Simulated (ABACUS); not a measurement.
# BN (F-43m) in ABACUS: further runs, part 2 of 2

ABACUS 3.10.1.

**3. Single point, SCAN**

File run_abacus.py:

```python
"""ABACUS run from a structure file: ASE reads it, the script writes STRU, KPT and INPUT."""
import re
import subprocess
from ase.io import read
from ase.units import Bohr

atoms = read("BN.cif")
atoms = atoms[(-atoms.numbers).argsort(kind="stable")]  # ABACUS lists atoms element by element
pseudo = {'N': 'N_ONCV_PBE-1.2.upf', 'B': 'B_ONCV_PBE-1.2.upf'}
orbital = {'N': 'N_confined-atom_6au_2s2p1d.orb', 'B': 'B_confined-atom_7au_2s2p1d.orb'}
magmoms = None
kmesh = [10, 10, 10]
params = {
    'suffix': 'BN',
    'calculation': 'scf',
    'basis_type': 'lcao',
    'pseudo_dir': './',
    'orbital_dir': './',
    'symmetry': 1,
    'dft_functional': 'scan',
    'ecutwfc': 100,
    'pseudo_rcut': 10,
    'nspin': 1,
    'nbands': 14,
    'ks_solver': 'genelpa',
    'smearing_method': 'fd',
    'smearing_sigma': 0.00367493,
    'scf_thr': 1e-07,
    'scf_nmax': 100,
    'mixing_type': 'broyden',
    'mixing_beta': 0.7,
    'cal_force': 1,
    'cal_stress': 1,
    'mixing_tau': 1,
    'out_mul': 1,
    'out_chg': 1,
}

symbols = atoms.get_chemical_symbols()
elements = list(dict.fromkeys(symbols))
lines = ["ATOMIC_SPECIES"] + [f"{e} {atoms.get_masses()[symbols.index(e)]:.4f} {pseudo[e]}" for e in elements]
if orbital:
    lines += ["", "NUMERICAL_ORBITAL"] + [orbital[e] for e in elements]
lines += ["", "LATTICE_CONSTANT", f"{1 / Bohr:.10f}", "", "LATTICE_VECTORS"]
lines += [" ".join(f"{x:.10f}" for x in v) for v in atoms.cell]
lines += ["", "ATOMIC_POSITIONS", "Direct"]
for e in elements:
    lines += ["", e, "0.0", str(symbols.count(e))]
    for i, p in enumerate(atoms.get_scaled_positions(wrap=False)):
        if symbols[i] == e:
            mag = "" if magmoms is None else " mag " + " ".join(str(x) for x in (magmoms[i] if isinstance(magmoms[i], list) else [magmoms[i]]))
            lines.append(" ".join(f"{x:.10f}" for x in p) + " 1 1 1" + mag)
open("STRU", "w").write("\n".join(lines) + "\n")
open("KPT", "w").write("K_POINTS\n0\nGamma\n%d %d %d 0 0 0\n" % tuple(kmesh))
open("INPUT", "w").write("INPUT_PARAMETERS\n" + "".join(f"{k:<20s}{v}\n" for k, v in params.items()))

done = subprocess.run(['mpirun', '-np', '4', 'abacus'])
if done.returncode:
    raise SystemExit(done.returncode)
log = open("OUT.BN/running_scf.log").read()
print("final energy (eV):", re.findall(r"FINAL_ETOT_IS (\S+)", log))
```

File BN.cif:

```cif
data_BN
_cell_length_a 2.56397060
_cell_length_b 2.56397060
_cell_length_c 2.56397060
_cell_angle_alpha 60.00000000
_cell_angle_beta 60.00000000
_cell_angle_gamma 60.00000000
_space_group_name_H-M_alt 'P1'
_space_group_name_Hall 'P 1'
_space_group_IT_number 1
loop_
_space_group_symop_operation_xyz
'x,y,z'
loop_
_atom_site_label
_atom_site_type_symbol
_atom_site_symmetry_multiplicity
_atom_site_Wyckoff_symbol
_atom_site_fract_x
_atom_site_fract_y
_atom_site_fract_z
_atom_site_occupancy
N1 N 1 a 0.2500000000 0.2500000000 0.2500000000 1
B1 B 1 a 0.0000000000 0.0000000000 0.0000000000 1
```

Potentials or basis: SG15 ONCV 1.2 PBE, DZP LCAO (the cutoffs set its grid).

Launch:

```console
$ OMP_NUM_THREADS=1 python run_abacus.py > log
```

running log:

```text
ABACUS v3.10.1

               Atomic-orbital Based Ab-initio Computation at UStc

 ------------------------------------------------------------------------------------

 READING GENERAL INFORMATION
                           global_out_dir = OUT.BN/
                           global_in_card = INPUT
                               pseudo_dir = ./
                              orbital_dir = ./
                                    DSIZE = 4
                                    GSIZE = 1

 READING UNITCELL INFORMATION
                                    ntype = 2
                  lattice constant (Bohr) = 1.88973
              lattice constant (Angstrom) = 1

 READING ATOM TYPE 1
                               atom label = N
                      L=0, number of zeta = 2
                      L=1, number of zeta = 2
                      L=2, number of zeta = 1
             number of atom for this type = 1

 READING ATOM TYPE 2
                               atom label = B
                      L=0, number of zeta = 2
                      L=1, number of zeta = 2
                      L=2, number of zeta = 1
             number of atom for this type = 1

                        TOTAL ATOM NUMBER = 2
DIRECT COORDINATES
    atom                   x                   y                   z     mag                  vx                  vy                  vz
taud_N1            0.2500000000        0.2500000000        0.2500000000  0.0000        0.0000000000        0.0000000000        0.0000000000
taud_B1            0.0000000000        0.0000000000        0.0000000000  0.0000        0.0000000000        0.0000000000        0.0000000000

                          Volume (Bohr^3) = 80.4305
                             Volume (A^3) = 11.9186

 Lattice vectors: (Cartesian coordinate: in unit of a_0)
             +2.56397                  +0                  +0
             +1.28199            +2.22046                  +0
             +1.28199           +0.740155            +2.09347
[... 245 lines left out ...]
     Energy           Rydberg                 eV
----------------------------------------------------------
 E_KohnSham     -25.6660414299       -349.2044085513
 E_Harris       -24.5160409095       -333.5578487703
 E_Fermi        0.8121246758         11.0495230770
----------------------------------------------------------
[... 80 lines left out ...]
 Density error is 1.14971136917e-08
----------------------------------------------------------
     Energy           Rydberg                 eV
----------------------------------------------------------
 E_KohnSham     -25.7197746561       -349.9354865987
 E_KS(sigma->0) -25.7197746561       -349.9354865987
 E_Harris       -25.7197745982       -349.9354858118
 E_band         1.4789213342         20.1217570386
 E_one_elec     4.3648207288         59.3864326601
 E_Hartree      3.6013796039         48.9992832743
 E_xc           -7.4251121751        -101.0238338702
 E_Ewald        -26.2608628137       -357.2973686629
 E_entropy(-TS) -0.0000000000        -0.0000000000
 E_descf        0.0000000000         0.0000000000
 E_exx          0.0000000000         0.0000000000
 E_Fermi        0.8801291885         11.9747719400
----------------------------------------------------------

 charge density convergence is achieved
 final etot is -349.9354866 eV
 EFERMI = 11.97477194 eV

 STATE ENERGY(eV) AND OCCUPATIONS    NSPIN == 1
 1/47 kpoint (Cartesian) = 0.0000 0.0000 0.0000 (340 pws)
       1       -10.4676     0.00200000
       2        10.8253     0.00200000
       3        10.8253     0.00200000
       4        10.8253     0.00200000
       5        20.2392    3.28854e-75
       6        20.2392    3.28854e-75
       7        20.2392    3.28854e-75
       8        22.0508        0.00000
       9        39.9629        0.00000
      10        39.9629        0.00000
      11        40.9529        0.00000
      12        42.1513        0.00000
      13        42.1513        0.00000
      14        42.1513        0.00000
[... 66 lines left out ...]
       1       -6.30891     0.00800000
       2      -0.211417     0.00800000
       3        8.79152     0.00800000
       4        8.79152     0.00800000
       5        21.3284    4.55335e-84
       6        22.2378        0.00000
       7        22.2378        0.00000
       8        27.5948        0.00000
       9        37.5182        0.00000
      10        39.5176        0.00000
      11        39.5176        0.00000
      12        41.2999        0.00000
      13        47.9027        0.00000
      14        47.9027        0.00000

[... levels at 41 further k points ...]

 correction force for each atom along direction 1 is -0.0450195
 correction force for each atom along direction 2 is -0.0655053
 correction force for each atom along direction 3 is -0.0391684
------------------------------------------------------------------------------------------
 TOTAL-FORCE (eV/Angstrom)
------------------------------------------------------------------------------------------
                        N1         0.0000000000         0.0000000000         0.0000000000
                        B1         0.0000000000         0.0000000000         0.0000000000
------------------------------------------------------------------------------------------

----------------------------------------------------------------
 TOTAL-STRESS (KBAR)
----------------------------------------------------------------
       -43.0666580794         0.0000000000         0.0000000000
         0.0000000000       -43.0666580777         0.0000000007
        -0.0000000000         0.0000000007       -43.0666580793
----------------------------------------------------------------
 TOTAL-PRESSURE: -43.066658 KBAR

 --------------------------------------------
 !FINAL_ETOT_IS -349.9354865986595087 eV
 --------------------------------------------
```

INPUT:

```text
INPUT_PARAMETERS
suffix              BN
calculation         scf
basis_type          lcao
pseudo_dir          ./
orbital_dir         ./
symmetry            1
dft_functional      scan
ecutwfc             100
pseudo_rcut         10
nspin               1
nbands              14
ks_solver           genelpa
smearing_method     fd
smearing_sigma      0.00367493
scf_thr             1e-07
scf_nmax            100
mixing_type         broyden
mixing_beta         0.7
cal_force           1
cal_stress          1
mixing_tau          1
out_mul             1
out_chg             1
```

STRU:

```text
ATOMIC_SPECIES
N 14.0070 N_ONCV_PBE-1.2.upf
B 10.8100 B_ONCV_PBE-1.2.upf

NUMERICAL_ORBITAL
N_confined-atom_6au_2s2p1d.orb
B_confined-atom_7au_2s2p1d.orb

LATTICE_CONSTANT
1.8897261258

LATTICE_VECTORS
2.5639706000 0.0000000000 0.0000000000
1.2819853000 2.2204636742 0.0000000000
1.2819853000 0.7401545581 2.0934732285

ATOMIC_POSITIONS
Direct

N
0.0
1
0.2500000000 0.2500000000 0.2500000000 1 1 1

B
0.0
1
0.0000000000 0.0000000000 0.0000000000 1 1 1
```

Wall time 23 s (4 MPI ranks of Intel Xeon Platinum 8488C (Sapphire Rapids), shared host); peak memory 0.4 GiB.

What came out:

```yaml
Free_energy: -349.9355 eV
Pressure: -4.3 GPa
Band_gap_on_the_k_mesh: 4.96 eV, indirect (least direct gap 9.41 eV)
Mulliken_charges: N -0.60; B +0.60 e
```

Caveat: the atomic orbitals were generated for these runs and aren't a published set; Mulliken charges move with the basis; the potentials were made for another functional, which shifts forces and pressure; the basis of atomic orbitals isn't converged, which shifts pressures, moduli and gaps.

**4. Relaxation of cell and atoms, SCAN**

Edit run_abacus.py of step 3 so:

```diff
@@ -14,3 +14,3 @@
     'suffix': 'BN',
-    'calculation': 'scf',
+    'calculation': 'cell-relax',
     'basis_type': 'lcao',
@@ -23,3 +23,3 @@
     'nspin': 1,
-    'nbands': 14,
+    'nbands': 8,
     'ks_solver': 'genelpa',
@@ -35,3 +35,7 @@
     'out_mul': 1,
-    'out_chg': 1,
+    'relax_nmax': 60,
+    'force_thr_ev': 0.01,
+    'relax_method': 'cg',
+    'out_stru': 1,
+    'stress_thr': 1,
 }
@@ -59,3 +63,3 @@
     raise SystemExit(done.returncode)
-log = open("OUT.BN/running_scf.log").read()
+log = open("OUT.BN/running_cell-relax.log").read()
 print("final energy (eV):", re.findall(r"FINAL_ETOT_IS (\S+)", log))
```

BN.cif is that of step 3.

Potentials or basis: SG15 ONCV 1.2 PBE, DZP LCAO (the cutoffs set its grid).

Launch:

```console
$ OMP_NUM_THREADS=1 python run_abacus.py > log
```

running log:

```text
ABACUS v3.10.1

               Atomic-orbital Based Ab-initio Computation at UStc

 ------------------------------------------------------------------------------------

 READING GENERAL INFORMATION
                           global_out_dir = OUT.BN/
                           global_in_card = INPUT
                               pseudo_dir = ./
                              orbital_dir = ./
                                    DSIZE = 4
                                    GSIZE = 1

 READING UNITCELL INFORMATION
                                    ntype = 2
                  lattice constant (Bohr) = 1.88973
              lattice constant (Angstrom) = 1

[... 517 lines left out ...]

[... set-up of the moved cell ...]

 LCAO ALGORITHM --------------- ION=   3  ELEC=   1--------------------------------

 Density error is 0.004816153511
----------------------------------------------------------
     Energy           Rydberg                 eV
----------------------------------------------------------
 E_KohnSham     -25.7199002350       -349.9371951869
 E_Harris       -25.7505640050       -350.3543971819
 E_Fermi        1.1096753336         15.0979074677
----------------------------------------------------------

[... 5 further cycles ...]
 LCAO ALGORITHM --------------- ION=   3  ELEC=   7--------------------------------

 Density error is 0.000000007862
----------------------------------------------------------
     Energy           Rydberg                 eV
----------------------------------------------------------
 E_KohnSham     -25.7199110174       -349.9373418893
 E_KS(sigma->0) -25.7199110174       -349.9373418893
 E_Harris       -25.7199109870       -349.9373414754
 E_band         1.5518987182         21.1146652870
 E_one_elec     4.5040282717         61.2804484476
 E_Hartree      3.5799062072         48.7071227237
 E_xc           -7.4420968093        -101.2549216740
 E_Ewald        -26.3617486870       -358.6699913866
 E_entropy(-TS) -0.0000000000        -0.0000000001
 E_descf        0.0000000000         0.0000000000
 E_exx          0.0000000000         0.0000000000
[... 92 lines left out ...]
 Largest gradient in stress is 0.038025 kbar.
 Threshold is 1.000000 kbar.

 Relaxation is converged!

 --------------------------------------------
 !FINAL_ETOT_IS -349.9373418893231360 eV
 --------------------------------------------
```

INPUT:

```text
INPUT_PARAMETERS
suffix              BN
calculation         cell-relax
basis_type          lcao
pseudo_dir          ./
orbital_dir         ./
symmetry            1
dft_functional      scan
ecutwfc             100
pseudo_rcut         10
nspin               1
nbands              8
ks_solver           genelpa
smearing_method     fd
smearing_sigma      0.00367493
scf_thr             1e-07
scf_nmax            100
mixing_type         broyden
mixing_beta         0.7
cal_force           1
cal_stress          1
mixing_tau          1
out_mul             1
relax_nmax          60
force_thr_ev        0.01
relax_method        cg
out_stru            1
stress_thr          1
```

It took 55 s on 4 MPI ranks of Intel Xeon Platinum 8488C (Sapphire Rapids), shared host; peak memory 0.4 GiB.

Results:

```
Free energy                            : -349.9373 eV
Relaxed volume                         : 5.89 Å³/atom
Relaxed cell                           : a = 2.554 Å, b = 2.554 Å, c = 2.554 Å, α = 60.00°, β = 60.00°, γ = 60.00°
Space group after relaxing (to 0.05 Å) : F-43m (No. 216)
Energy gained by relaxing              : 0.9 meV/atom
Ionic steps                            : 3
Pressure after relaxing                : 0.0 GPa
Mulliken charges                       : N -0.61; B +0.61 e
```

The path:
| step | energy change (eV) | largest force (eV/Å) | pressure (GPa) | volume (Å³) |
| --- | --- | --- | --- | --- |
| 1 | 0.0000 | 0.0000 | -4.31 | 11.92 |
| 2 | 0.0004 | 0.0000 | 4.93 | 11.63 |
| 3 | -0.0019 | 0.0000 | 0.00 | 11.78 |

Final structure:
```
CELL_PARAMETERS angstrom
2.55416 0.00000 0.00000
1.27708 2.21197 0.00000
1.27708 0.73732 2.08546
ATOMIC_POSITIONS crystal
N 0.25000 0.25000 0.25000
B 0.00000 0.00000 0.00000
```

Caveat: the atomic orbitals were generated for these runs and aren't a published set; Mulliken charges move with the basis; the potentials were made for another functional, which shifts forces and pressure; the basis of atomic orbitals isn't converged, which shifts pressures, moduli and gaps.

**5. Overview**

| task | level | potentials or basis | cell | cutoff (eV) | SCF threshold on the density | eigensolver | max steps of the relaxation | force threshold | optimiser | gap on the mesh (eV) | pressure (GPa) |
| --- | --- | --- | --- | --- | --- | --- | --- | --- | --- | --- | --- |
| single point | AM05 | PseudoDojo NC SR 0.4.1 PBEsol standard, plane waves | as given | 1143 | 1e-08 | dav | - | - | - | 4.33 | -6.7 |
| single point | SCAN | SG15 ONCV 1.2 PBE, DZP LCAO (the cutoffs set its grid) | as given | 1361 | 1e-07 | genelpa | - | - | - | 4.96 | -4.3 |
| relaxation of cell and atoms | SCAN | SG15 ONCV 1.2 PBE, DZP LCAO (the cutoffs set its grid) | relaxed | 1361 | 1e-07 | genelpa | 60 | 0.01 eV/Å | cg | - | 0.0 |

Alike in all rows: no spin polarisation; k mesh 10 × 10 × 10; smearing fermi-dirac 0.05 eV.

Caveats: the potentials were made for another functional, which shifts forces and pressure; the atomic orbitals were generated for these runs and aren't a published set (some runs); the basis of atomic orbitals isn't converged, which shifts pressures, moduli and gaps (some runs).

Total energies depend on the potentials used, so only differences within one code and one set of settings carry meaning.

**6. How close it comes**

Step 2. A measured gap of BN is 6.4 eV (indirect; 300 K; a printed reference work, monograph); the calculated 4.33 eV misses it by -2.07 eV. The value is that of AM05 on a finite k mesh, which can miss the band edges, without temperature or zero-point motion. Semilocal functionals fall short of measured gaps as a rule. The cell is a database's relaxed one, not the measured one, which moves gaps too.

Step 3. A measured gap of BN is 6.4 eV (indirect; 300 K; a printed reference work, monograph); the calculated 4.96 eV misses it by -1.44 eV. The value is that of SCAN in an atomic basis (SG15 ONCV 1.2 PBE, DZP LCAO (the cutoffs set its grid)), whose error adds to the functional's, on a finite k mesh, which can miss the band edges, without temperature or zero-point motion. The cell is a database's relaxed one, not the measured one, which moves gaps too.
